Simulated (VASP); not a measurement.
Runs of VASP 6.6.1 on InAs. Symmetry: F-43m, No. 216, cubic system. The conventional cell has a = 6.036 Å, b = 6.036 Å, c = 6.036 Å, α = 90.00°, β = 90.00°, γ = 90.00°. Around In (site symmetry -43m) lie 4 As at 2.61 Å. As (site symmetry -43m) is surrounded by 4 In at 2.61 Å. 

```csv
task,level,smearing,gap on the mesh (eV),pressure (GPa)
band structure,TPSS,fermi-dirac 0.05 eV,-,3.6
band structure,MS2,fermi-dirac 0.05 eV,0.13,(a)
single point,PBE,gaussian 0.012 eV,none,4.4
band structure,revTPSS,fermi-dirac 0.05 eV,-,(b)
```

Alike in all rows: potentials or basis VASP PAW PBE potentials, release 64 (In_d, As); no spin polarisation; cell as given; k mesh 8 × 8 × 8; cutoff (eV) 520.

Q: Estimate the missing entries.

A: (a) 1.9; (b) 2.3.

Caveats: the PAW data sets were made with another functional, which shifts forces and pressure a little (some runs); spin-orbit coupling is left out, which moves the levels of the heavy elements (some runs); this crystal is a semiconductor, whose small gap the functional closes, so the metal is an error of the method (some runs).

A k mesh can miss the band edges, and the runs leave out spin-orbit coupling on As, In.

A gap of «none» marks a metal or a gap under the smearing width.
